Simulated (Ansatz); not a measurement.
The calculation used DFT PBE, scalar-relativistic, plane waves, PAW in Ansatz. Plane waves to 420 eV, a 20×20×14 mesh through Γ for the 2-atom cell and 0.10 eV Gaussian smearing; collinear spin.

Energies over the elements count from the elements' standard structures at the same level, with no fitted energy shifts.

**Question.** Suggest a trial structure for a tetragonal metal with formula FePt, with a formation energy near −0.23 eV/atom, a density near 14.86 g/cm³ and a net moment near 1.6 μB per atom, in a cell of 2 atoms.

**Answer.** FePt, space group P4/mmm (No. 123). Fe has 8 Pt at 2.70 Å and 4 Fe at 2.73 Å; around Pt lie 8 Fe at 2.70 Å and 4 Pt at 2.73 Å.

```
Fe Pt
1.0
     2.72910    0.00000    0.00000
     0.00000    2.72910    0.00000
     0.00000    0.00000    3.76523
Fe Pt
1 1
Direct
  0.50000 0.50000 0.50000
  0.00000 0.00000 0.00000
```

The volume per atom is 14.02 Å³. The density is 14.86 g/cm³, the energy over the elements is −0.23 eV/atom and the gap on the 20×20×14 mesh of the 2-atom cell is 0 eV (a metal). The net moment per atom is 1.65 μB and the moment by site is Fe 3.0; Pt 0.4 μB.

The cell was reached from a generator's guess, though it ends in a space group that the Crystallography Open Database lists for this formula. The answer needn't be unique; the calculation gave this one.

These runs have no spin–orbit coupling, which can matter for Pt. Another magnetic order may lie lower. A later test with randomly moved atoms came back to the same energy, though modes that don't fit the test's cell weren't probed. Site moments count only spheres around the atoms; the net moment includes the space between them.
